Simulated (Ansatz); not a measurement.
## From barrier to diffusion: B in Ti

Computed with Ansatz, DFT PBE, scalar-relativistic, plane waves, PAW. Settings: 420 eV cutoff, 4×4×4 k-mesh, shifted by half a step, Gaussian smearing of 0.10 eV, no spin polarisation.

Host crystal, relaxed:

```cif
data_structure
_symmetry_space_group_name_H-M 'P 1'
_symmetry_Int_Tables_number 1
_cell_length_a 2.8194
_cell_length_b 2.8194
_cell_length_c 2.8194
_cell_angle_alpha 109.471
_cell_angle_beta 109.471
_cell_angle_gamma 109.471
_cell_volume 17.25
loop_
_atom_site_label
_atom_site_type_symbol
_atom_site_fract_x
_atom_site_fract_y
_atom_site_fract_z
_atom_site_occupancy
Ti1 Ti 0.00000 0.00000 0.00000 1
```

In a supercell of 16 host sites, interstitial B hops to an equivalent place, moving 0.80 Å. Climbing-image nudged elastic band at fixed cell; the order of the saddle wasn't checked, and the small cell leaves errors of about a tenth of an eV. Both ends share most of their nearest neighbours, so the atom only shifts within one site or cage, and diffusion needs further steps that weren't computed.

```tsv
image	path (Å)	E − E(0) (eV)
0	0.00	0.000
1	0.22	0.016
2	0.44	0.065
3	0.66	0.094
4	0.88	0.065
5	1.09	0.016
6	1.31	0.000
```

What are the barriers forward and back, and what attempt frequency does the shape suggest?

Forward 0.09 eV, back 0.09 eV, the ends being level. For a sinusoidal profile E_b sin²(πx/l), with the B atom alone moving, ν = (1/l)√(E_b/2m) = 8.1×10¹² s⁻¹, within an order of magnitude of the customary 10¹³ s⁻¹; a true prefactor needs the vibrations at the minimum and at the saddle.

With ν = 10¹³ s⁻¹, give the forward jump rate along this one path, the wait 1/k for that jump, the diffusivity D ≈ l²k and the distance √(Dt) covered in an hour at 300, 600 and 1000 K, taking the host as solid throughout.

k = ν exp(−E_b/k_BT):
| T (K) | k (1/s) | wait (s) | D (cm²/s) | √(Dt) in 1 h (nm) |
| --- | --- | --- | --- | --- |
| 300 | 2.6×10¹¹ | 3.8×10⁻¹² | 1.7×10⁻⁵ | 2.5×10⁶ |
| 600 | 1.6×10¹² | 6.2×10⁻¹³ | 1.0×10⁻⁴ | 6.1×10⁶ |
| 1000 | 3.4×10¹² | 3.0×10⁻¹³ | 2.2×10⁻⁴ | 8.8×10⁶ |

D = l²k holds for six equivalent jumps in three dimensions (z l²k/6) and is a scale otherwise. Long-range transport needs a connected net of such jumps, and traps slow it. D is that of an interstitial already there. An error of 0.1 eV in the barrier changes k by a factor of 48 at 300 K and 3.2 at 1000 K.

Cost: 1 run of about 21 core-minutes, on Intel Xeon Platinum 8488C (Sapphire Rapids) (shared hosts).